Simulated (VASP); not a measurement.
InAs:

```xyz
2
Lattice="0.0000 3.0180 3.0180 3.0180 0.0000 3.0180 3.0180 3.0180 0.0000" Properties=species:S:1:pos:R:3 pbc="T T T"
In    0.0000    0.0000    0.0000
As    4.5270    4.5270    4.5270
```

- Program: VASP 6.6.1
- Task: relaxation of cell and atoms
- Functional: PW91
- Potentials or basis: VASP PAW PBE potentials, release 64 (In_d, As)
- Cutoff: 600 eV
- k mesh: 8 × 8 × 8
- Occupations: fermi-dirac, width 0.05 eV
- Spin: no spin polarisation

At the start: pressure 4.3 GPa; volume 27.49 Å³/atom.

Q: Where does the relaxation end?

A: Over 3 steps the energy falls by 26.6 meV/atom and the volume is 29.59 Å³/atom (+7.6 %); space group F-43m (No. 216, to 0.05 Å).

Step by step:
```csv
step,energy change (eV),largest force (eV/Å),pressure (GPa),volume (Å³)
1,0.0000,0.0000,4.34,54.98
2,-0.0441,0.0000,-1.48,61.12
3,-0.0532,0.0000,0.03,59.18
```

Final structure:
```
In As
1.0
     0.00000    3.09301    3.09301
     3.09301    0.00000    3.09301
     3.09301    3.09301    0.00000
In As
1 1
Direct
  0.00000 0.00000 0.00000
  0.75000 0.75000 0.75000
```

Caveat: the PAW data sets were made with another functional, which shifts forces and pressure a little.
